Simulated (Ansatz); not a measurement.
Input of an Ansatz 0.2.0 run:

input.yaml

```yaml
crystal:
  lattice:
    - [4.4916, 0.0, 0.0]
    - [-2.2458, 3.88984, 0.0]
    - [0.0, 0.0, 2.7226]
  atoms:
    - { symbol: Al, position: [0.33333, 0.66667, 0.0] }
    - { symbol: Al, position: [0.66667, 0.33333, 0.0] }
hamiltonian:
  xc:
    exchange: hjs_pbesol
    correlation: pbesol
    exx: { coeff: 0.25, omega: 0.207 }
  pseudopotentials: { kind: paw }
kpoints:
  mp_grid: { grid: [4, 4, 5] }
  band_path:
    path:
      - [[0.0, 0.0, 0.0], [0.5, 0.0, 0.0], [0.3333333333, 0.3333333333, 0.0], [0.0, 0.0, 0.0], [0.0, 0.0, 0.5], [0.5, 0.0, 0.5], [0.3333333333, 0.3333333333, 0.5], [0.0, 0.0, 0.5]]
      - [[0.5, 0.0, 0.5], [0.5, 0.0, 0.0]]
      - [[0.3333333333, 0.3333333333, 0.0], [0.3333333333, 0.3333333333, 0.5]]
    npoints: 4
scf:
  occupations: { method: fermi_dirac, width: 0.05 }
  n_extra_bands: 6
output:
  forces: true
  stress: true
  eigenvalues: true
  fatbands: false
  write_density: true
  write_potential: true
  elf: true
  volumetric_format: npy
```

Potentials or basis: Ansatz PAW.

Launch:

```console
$ ansatz run input.yaml --threads 2 --pin off --max-ram 5632MiB --backend cpu --events-out ev --progress --plain --runs-dir out
```

(1) Predict the pressure.

(2) What does it give for the band gap on the k mesh?

Answers

(1) 1.1 GPa.

(2) none (metal or under the smearing width).

Caveat: the k mesh is coarse (spacing up to 0.46 Å⁻¹), so the values aren't converged, least of all with exact exchange; the PAW data sets come from PBE, with cores solved anew for the run's functional, which leaves a small shift of forces and pressure; the thresholds are loose for stress.
